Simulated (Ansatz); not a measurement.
Input and command of a plane-wave DFT calculation in Ansatz:

```yaml
crystal:
  lattice:
    - [3.9859, 0.0, 0.0]
    - [0.0, 3.9859, 0.0]
    - [0.0, 0.0, 3.667028]
  atoms:
    - { symbol: K, position: [0.5, 0.5, 0.5] }
    - { symbol: Mg, position: [0.0, 0.0, 0.0] }
    - { symbol: F, position: [0.5, 0.0, 0.0] }
    - { symbol: F, position: [0.0, 0.5, 0.0] }
    - { symbol: F, position: [0.0, 0.0, 0.5] }
basis:
  ecutwfc: 420
kpoints:
  mp_grid: { grid: [6, 6, 6] }
hamiltonian:
  xc: pbe
scf:
  occupations: { method: gaussian, width: 0.05 }
output:
  forces: true
  stress: true
  eigenvalues: true
```

```bash
ansatz run input.yaml --threads 1 --pin off --max-ram 2560MiB --backend cpu --events-out ev --progress --plain --runs-dir out
```

Processor: Arm Neoverse V1, 1 thread, on a host shared with other jobs.

Question: Estimate time, memory and problem size.

Answer: About 3.3 s on 1 thread of Arm Neoverse V1, on a shared host, peak memory 0.32 GiB. It solves 25 bands at 40 k points (the mesh reduced by symmetry) with about 1117 plane waves, in 6 SCF iterations.
